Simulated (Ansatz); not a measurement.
# FeS2: field gradients at two levels of theory

Cell: a measured structure from the Crystallography Open Database (COD), ions relaxed with PBE at fixed cell.

```cif
data_FeS2
_symmetry_space_group_name_H-M 'Pa-3'
_symmetry_Int_Tables_number 205
_cell_length_a 5.4179
_cell_length_b 5.4179
_cell_length_c 5.4179
_cell_angle_alpha 90.000
_cell_angle_beta 90.000
_cell_angle_gamma 90.000
loop_
_atom_site_label
_atom_site_type_symbol
_atom_site_symmetry_multiplicity
_atom_site_Wyckoff_symbol
_atom_site_fract_x
_atom_site_fract_y
_atom_site_fract_z
Fe Fe 4 a 0.0000 0.0000 0.0000
S S 8 c 0.3827 0.3827 0.3827
```

One atom of each set is listed.

First run. Computed with Ansatz: DFT, PBE, plane waves and PAW, scalar-relativistic, collinear spin, 420 eV cutoff, Γ-centred 8×8×8 k-points, Fermi–Dirac smearing 0.05 eV. Start moments as typed (μB): 3 on each Fe, none on the rest.

| site | V_zz (10²¹ V/m²) | η |
| --- | --- | --- |
| Fe | -3.97 | 0.00 |
| S | 14.25 | 0.00 |

Second run. The same atoms and settings, except that the functional is LDA.

(1) Given the first result, estimate the second.

Answers

(1) 

| site | V_zz | η | change of V_zz |
| --- | --- | --- | --- |
| Fe | -4.01 | 0.00 | -0.04 |
| S | 13.73 | 0.00 | -0.52 |

The largest change of V_zz is on S, from 14.25 to 13.73. In per cent, |V_zz| changes by +1 on Fe, -4 on S (all sites that start above 0.5).

The start moments die out, and the run ends without spin.
For the first run: With these PAW files V_zz is typically within 2 to 3 % of all-electron values, but misses above 10 % occur on Fe. With a gap of 0.4 eV on this mesh, the gradients can still move by some per cent as the k-mesh gets denser.
For the second run: At this cell the LDA pressure is -12 GPa, so with LDA the cell would shrink if it were relaxed. With a gap of 0.4 eV under a smearing of 0.05 eV the band edges are partly filled, so small gradients can hang on the smearing and the k-mesh.
